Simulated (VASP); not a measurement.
# Be (Pm-3m) in VASP: reference runs

Reference runs on Be: the cell as given.

Program: VASP 6.6.1. These are calculated values, not measurements. Logs are shortened: lines on timing, memory, paths and dates and some standing lists are left out, and cuts for length are marked.

**1. Starting point**

It takes space group Pm-3m (No. 221, cubic). Conventional cell: a = 2.174 Å, b = 2.174 Å, c = 2.174 Å, α = 90.00°, β = 90.00°, γ = 90.00°. Be (site symmetry m-3m) is surrounded by 6 Be at 2.17 Å.

The cell was built by a generator and needn't be a form met in nature.

**2. Single point, PBE**

Input file INCAR:

```
SYSTEM = Be
PREC     = Accurate       ! precision mode
ENCUT    = 520            ! plane-wave cutoff, eV
EDIFF    = 1E-7           ! SCF threshold, eV
ISMEAR   = -1             ! smearing method
SIGMA    = 0.05           ! smearing width, eV
LREAL    = .FALSE.        ! projectors in reciprocal space
LASPH    = .TRUE.         ! aspherical terms in the spheres
NELM     = 100            ! most SCF steps
ALGO     = Normal         ! electronic algorithm
ISIF     = 2              ! what is computed and relaxed
LWAVE    = .FALSE.        ! write WAVECAR
LCHARG   = .FALSE.        ! write CHGCAR
GGA      = PE             ! functional
NBANDS   = 7              ! bands
```

Input file KPOINTS:

```
regular mesh
0
G
  12 12 12
  0 0 0
```

Input file POSCAR:

```
Be
1.0
    2.1739600000      0.0000000000      0.0000000000
    0.0000000000      2.1739600000      0.0000000000
    0.0000000000      0.0000000000      2.1739600000
Be
1
Direct
    0.0000000000      0.0000000000      0.0000000000
```

Potentials or basis: VASP PAW PBE potentials, release 64 (Be).

Launch:

```console
$ cat potpaw_PBE.64/Be/POTCAR > POTCAR
$ mpirun -np 1 vasp_std > vasp.out
```

OUTCAR:

```text
SYSTEM = Be
   PREC = Accurate
   ENCUT = 520
   EDIFF = 1E-7
   ISMEAR = -1
   LREAL = .FALSE.
   LASPH = .TRUE.
   NELM = 100
   ISIF = 2
   GGA = PE

 ion  position               nearest neighbor table
   1  0.000  0.000  0.000-

  LATTYP: Found a simple cubic cell.
 ALAT       =     2.1739600000

  Lattice vectors:

 A1 = (   2.1739600000,   0.0000000000,   0.0000000000)
 A2 = (   0.0000000000,   2.1739600000,   0.0000000000)
 A3 = (   0.0000000000,   0.0000000000,   2.1739600000)

Analysis of symmetry for initial positions (statically):
=====================================================================
 Subroutine PRICEL returns:
 Original cell was already a primitive cell.

 Routine SETGRP: Setting up the symmetry group for a
 simple cubic supercell.

 Subroutine GETGRP returns: Found 48 space group operations
 (whereof 48 operations were pure point group operations)
 out of a pool of 48 trial point group operations.

The static configuration has the point symmetry O_h .

Analysis of symmetry for dynamics (positions and initial velocities):
=====================================================================
 Subroutine PRICEL returns:
 Original cell was already a primitive cell.

 Routine SETGRP: Setting up the symmetry group for a
 simple cubic supercell.

 Subroutine GETGRP returns: Found 48 space group operations
 (whereof 48 operations were pure point group operations)
 out of a pool of 48 trial point group operations.

The dynamic configuration has the point symmetry O_h .

 Subroutine INISYM returns: Found 48 space group operations
 (whereof 48 operations are pure point group operations),
 and found     1 'primitive' translations

----------------------------------------------------------------------------------------

                                     Primitive cell

  volume of cell :      10.2744

  direct lattice vectors                    reciprocal lattice vectors
     2.173960000  0.000000000  0.000000000     0.459990064  0.000000000  0.000000000
     0.000000000  2.173960000  0.000000000     0.000000000  0.459990064  0.000000000
     0.000000000  0.000000000  2.173960000     0.000000000  0.000000000  0.459990064

  length of vectors
     2.173960000  2.173960000  2.173960000     0.459990064  0.459990064  0.459990064

  position of ions in fractional coordinates (direct lattice)
     0.000000000  0.000000000  0.000000000

  ion indices of the primitive-cell ions
[... 68 lines left out ...]
   ISPIN  =      1    spin polarized calculation?
   LNONCOLLINEAR =      F non collinear calculations
   LSORBIT =      F    spin-orbit coupling
   LASPH  =      T    aspherical Exc in radial PAW
   ENCUT  =  520.0 eV  38.22 Ry    6.18 a.u.   4.04  4.04  4.04*2*pi/ulx,y,z
   NELM   =    100;   NELMIN=  2; NELMDL= -5     # of ELM steps
   EDIFF  = 0.1E-06   stopping-criterion for ELM
   LREAL  =      F    real-space projection
   EDIFFG = 0.1E-05   stopping-criterion for IOM
   NSW    =      0    number of steps for IOM
   IBRION =     -1    ionic relax: 0-MD 1-quasi-New 2-CG
   NFREE  =      0    steps in history (QN), initial steepest desc. (CG)
   ISIF   =      2    stress and relaxation
   ISYM   =      2    0-nonsym 1-usesym 2-fastsym
   POTIM  = 0.5000    time-step for ionic-motion
   TEBEG  =    0.0;   TEEND  =   0.0 temperature during run
   PSTRESS=    0.0 pullay stress
   NELECT =       2.0000    total number of electrons
   NUPDOWN=      -1.0000    fix difference up-down
   EMIN   =  10.00;   EMAX   =-10.00  energy-range for DOS
   EFERMI =   0.00;   METHOD = LEGACY
   ISMEAR =    -1;   SIGMA  =   0.05  broadening in eV -4-tet -1-fermi 0-gaus
   EFERMI_NEDOS =   21; number of points for ismear=-14 and -15
   IALGO  =     38    algorithm
   IMIX   =      4    mixing-type and parameters
     AMIX     =   0.40;   BMIX     =  1.00
     AMIX_MAG =   1.60;   BMIX_MAG =  1.00
  volume/ion in A,a.u.               =      10.27        69.33
  Fermi-wavevector in a.u.,A,eV,Ry     =   0.948782  1.792939 12.247802  0.900188
  Thomas-Fermi vector in A             =   2.077003
   LORBIT       =      0    0 simple, 1 ext, 2 COOP (PROOUT), +10 PAW based schemes
   GGA     = PE    functional components
   LHFCALC =     F    Hartree Fock is set to
   AEXX    =    0.0000 exact exchange contribution
   IVDW    =     0    specifies the selected vdW correction
   LEPSILON=     F    determine dielectric tensor
   LRPA    =     F    only Hartree local field effects (RPA)
 non-spin polarized calculation
  energy-cutoff  :      520.00
  volume of cell :       10.27
 maximum number of plane-waves:       292
   NGX =  9   NGY =  9   NGZ =  9

 number of electron       2.0000000 magnetization

 Free energy of the ion-electron system (eV)
  ---------------------------------------------------
  ext. energy  EPLUGINS =         0.00000000
  ---------------------------------------------------
  free energy    TOTEN  =        -2.75456513 eV

  energy without entropy =       -2.74990287  energy(sigma->0) =       -2.75223400

 E-fermi :   4.8236     XC(G=0):  -9.7562

 val. band max:        4.7767328513   @ k =   0.4167   0.1667   0.0000
 cond. band min:       4.8682211973   @ k =   0.4167   0.3333   0.3333
 fundamental gap:      0.0914883460
 Fermi energy:         4.8235841946

 k-point     1 :       0.0000    0.0000    0.0000
  band No.  band energies     occupation
      1      -4.9011      2.00000
      2      18.2966      0.00000
      3      18.2966      0.00000
      4      18.2966      0.00000
      5      23.9590      0.00000
      6      23.9590      0.00000
      7      32.6654      0.00000
[... 221 lines left out ...]
 k-point    24 :       0.4167    0.3333    0.0000
  band No.  band energies     occupation
      1       2.0498      2.00000
      2       5.8451      0.00000
      3      12.9954      0.00000
      4      16.9038      0.00000
      5      23.6678      0.00000
      6      34.6579      0.00000
      7      37.0540      0.00000

 [... further k-points ...]
[... 5 lines left out ...]
  --------------------------------------------------------------------------------------
  -------------------------------------------------------------------------------------
  Total        0.0347239      0.0347239      0.0347239      0.0000000     -0.0000000      0.0000000
  in kB        5.4148231      5.4148231      5.4148231      0.0000000     -0.0000000      0.0000000
  external PRESSURE =       5.4148231 kB  Pullay stress =       0.0000000 kB

 VOLUME and BASIS-vectors are now :
 -----------------------------------------------------------------------------
  energy-cutoff  :      520.00
  volume of cell :       10.27
      direct lattice vectors                 reciprocal lattice vectors
     2.173960000  0.000000000  0.000000000     0.459990064  0.000000000  0.000000000
     0.000000000  2.173960000  0.000000000     0.000000000  0.459990064  0.000000000
     0.000000000  0.000000000  2.173960000     0.000000000  0.000000000  0.459990064

 POSITION                                       TOTAL-FORCE (eV/Angst)
 -----------------------------------------------------------------------------------
      0.00000      0.00000      0.00000         0.000000      0.000000      0.000000
 -----------------------------------------------------------------------------------
    total drift:                               -0.000000     -0.000000     -0.000000

  FREE ENERGIE OF THE ION-ELECTRON SYSTEM (eV)
  ---------------------------------------------------
  free  energy   TOTEN  =        -2.7545651331 eV

  energy  without entropy=       -2.7499028703  energy(sigma->0) =       -2.75223400
```

OSZICAR:

```text
N       E                     dE             d eps       ncg     rms          rms(c)
DAV:   1    -0.183236718713E+01   -0.18324E+01   -0.11343E+03  1232   0.235E+02
DAV:   2    -0.276861845161E+01   -0.93625E+00   -0.87662E+00  1589   0.208E+01
DAV:   3    -0.277073350838E+01   -0.21151E-02   -0.21115E-02  1351   0.940E-01
DAV:   4    -0.277073393180E+01   -0.42342E-06   -0.42374E-06  1666   0.131E-02
DAV:   5    -0.277073393226E+01   -0.45685E-09   -0.12045E-09  1365   0.112E-04    0.542E-01
DAV:   6    -0.275938219154E+01    0.11352E-01   -0.13401E-03  1337   0.310E-01    0.330E-01
DAV:   7    -0.275457249078E+01    0.48097E-02   -0.13726E-03  1267   0.325E-01    0.295E-02
DAV:   8    -0.275456511893E+01    0.73718E-05   -0.54536E-06  1498   0.167E-02    0.383E-03
DAV:   9    -0.275456522116E+01   -0.10222E-06   -0.10726E-06  1295   0.654E-03    0.790E-04
DAV:  10    -0.275456513315E+01    0.88008E-07   -0.12253E-08  1022   0.743E-04
   1 F= -.27545651E+01 E0= -.27522340E+01  d E =-.466226E-02
```

stdout:

```text
POSCAR found type information on POSCAR Be
 POSCAR found :  1 types and       1 ions
 scaLAPACK will be used
 LDA part: xc-table for (Slater+PW92), standard interpolation
 POSCAR, INCAR and KPOINTS ok, starting setup
 FFT: planning ... GRIDC
 FFT: planning ... GRID_SOFT
 FFT: planning ... GRID
 WAVECAR not read
 entering main loop
```

It took 3.4 s on 1 thread of Intel Xeon Platinum 8259CL at 2.50GHz (Skylake/Cascade Lake), shared host; peak memory 0.11 GiB.

What came out:

- Free energy: -2.7546 eV
- Pressure: 0.5 GPa
- Band gap on the k mesh: none (metal or under the smearing width)
